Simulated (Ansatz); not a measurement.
The system is Mg.

```
Mg
1.0
     3.17683    0.00000    0.00000
    -1.58841    2.75121    0.00000
     0.00000    0.00000   10.31886
Mg
4
Direct
  0.66667 0.33333 0.75000
  0.00000 0.00000 0.50000
  0.33333 0.66667 0.25000
  0.00000 0.00000 0.00000
```

Base run:

```yaml
Program: Ansatz 0.2.0
Functional: LDA
Potentials_or_basis: all-electron LAPW, scalar-relativistic
Cutoff: 96 eV
Density_cutoff: 383 eV
Basis_error_allowed: 0.002 eV/atom
k_mesh: 10 × 10 × 3
Occupations: fermi-dirac, width 0.05 eV
Spin: no spin polarisation
```

Its results: pressure -1.3 GPa.

The run is repeated on the same cell with these changes: functional from LDA to PBE. What comes out?

Pressure 0.9 GPa.

PBE binds less tightly than LDA, so the same cell stands under more pressure.

Not every run made on this cell is shown here.
